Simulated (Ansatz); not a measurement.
**MnO2 under changes of volume**

One of the cells (11.472 Å³/atom); the others are scaled copies at fixed shape and fractional positions:

```
Mn O
1.0
     2.90416    0.00000    0.00000
     0.00000    3.84481    0.00000
     0.00000    0.00000    6.16426
Mn O
2 4
Direct
  0.50000 0.50000 0.34330
  0.00000 0.00000 0.65670
  0.50000 0.00000 0.83757
  0.00000 0.50000 0.16243
  0.50000 0.00000 0.42180
  0.00000 0.50000 0.57820
```

Measurements of this composition are mostly on another form, of space group No. 136.

* Program: Ansatz 0.2.0
* Functional: PBEsol
* Potentials or basis: Ansatz PAW
* Cutoff: 420 eV (not typed: the program's choice for these potentials)
* k mesh: 9 × 7 × 5
* Occupations: fermi-dirac, width 0.02 eV
* Spin: collinear spin, ferromagnetic start
* Starting moments: [4.0, 4.0, 0.0, 0.0, 0.0, 0.0] μB
* Hubbard terms: Mn d U = 6.0 eV

```csv
volume (Å³/atom),energy over the lowest point (meV/atom),pressure (GPa),largest force (eV/Å)
10.783,?,?,?
11.013,13.55,7.2,0.736
11.242,5.30,4.4,0.532
11.472,0.92,1.8,0.341
11.701,0.00,-0.4,0.412
11.930,2.11,-2.5,0.504
12.160,7.00,-4.3,0.586
```

Question: What does the run at 10.783 Å³/atom give?

Answer: Energy over the lowest point 25.92 meV/atom; pressure 10.2 GPa; largest force 0.951 eV/Å.

Worked out: A Birch-Murnaghan fit of order 3 (a polynomial in V^(-2/3)) to the other rows has its minimum at 11.65 Å³/atom with B0 = V·E''(V) = 111 GPa and B' = 4.9 at fixed shape and positions, which overstates the stiffness. It gives 26.20 meV/atom at 10.783 Å³/atom, against the run's 25.92, and -dE/dV = 10.5 GPa, against 10.2.

Energies are extrapolated to zero smearing.

Caveats: the magnetic or orbital state may not be the lowest; only a ferromagnetic start was run, and an antiferromagnetic order may lie lower in energy; the PAW data sets come from PBE, with cores solved anew for the run's functional, which leaves a small shift of forces and pressure.
